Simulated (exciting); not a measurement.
This exciting (release sodium) run on AlN needs a look.

input.xml

```xml
<input>
  <title>AlN</title>
  <structure speciespath="./" tshift="false">
    <crystal scale="1.88972612463">
      <basevect>0.000000000000 2.183993559600 2.183993559600</basevect>
      <basevect>2.183993559600 0.000000000000 2.183993559600</basevect>
      <basevect>2.183993559600 2.183993559600 0.000000000000</basevect>
    </crystal>
    <species speciesfile="Al.xml" rmt="2">
      <atom coord="0.000000000000 0.000000000000 0.000000000000"/>
    </species>
    <species speciesfile="N.xml" rmt="1.45">
      <atom coord="0.250000000000 0.250000000000 0.250000000000"/>
    </species>
  </structure>
  <groundstate do="fromscratch" ngridk="5 5 5" rgkmax="6.5" gmaxvr="14" lmaxapw="10" lmaxmat="10" lmaxvr="8" stype="Gaussian" swidth="0.2" nempty="10" ValenceRelativity="zora" epsengy="1e-05" epspot="1e-05" maxscl="75" outputlevel="normal" vdWcorrection="TSvdW">
    <libxc exchange="XC_GGA_X_PBE" correlation="XC_GGA_C_PBE"/>
    <mgga exchange="XC_MGGA_X_R2SCAN" correlation="XC_MGGA_C_R2SCAN"/>
  </groundstate>
  <properties>
    <TSvdW/>
  </properties>
</input>
```

Potentials or basis: all-electron LAPW+lo, shipped species files, valence relativity zora.

Run with:

```console
$ OMP_NUM_THREADS=1 exciting_smp
```

INFO.OUT:

```text
================================================================================
EXCITING SODIUM started
All units are atomic (Hartree, Bohr, etc.)
================================================================================

********************************************************************************
* Ground-state run starting from atomic densities                              *
********************************************************************************

++++++++++++++++++++++++++++++++++++++++++++++++++++++++++++++++++++++++++++++++
+ Starting initialization                                                      +
[... 374 lines left out ...]
 Charge distance                   (target) :  0.862175E-03  ( 0.100000E-04)

++++++++++++++++++++++++++++++++++++++++++++++++++++++++++++++++++++++++++++++++
[... 46 further cycles ...]
+ SCF iteration number :   57                                                  +
++++++++++++++++++++++++++++++++++++++++++++++++++++++++++++++++++++++++++++++++
 Total energy                               :      -297.69471166
 _______________________________________________________________
 Fermi energy                               :         0.32034727
 Kinetic energy                             :       298.25719802
 Coulomb energy                             :      -570.18540884
 Exchange energy                            :       -25.02072868
 Correlation energy                         :        -0.74577217
[... 242 lines left out ...]
++++++++++++++++++++++++++++++++++++++++++++++++++++++++++++++++++++++++++++++++
+ SCF iteration number :   66                                                  +
++++++++++++++++++++++++++++++++++++++++++++++++++++++++++++++++++++++++++++++++
```

Question: What happened, and what is wrong with the input?

Answer: The run was cut off at its time limit. The input holds a flaw that was put in on purpose: smearing far too wide (swidth = 0.2).
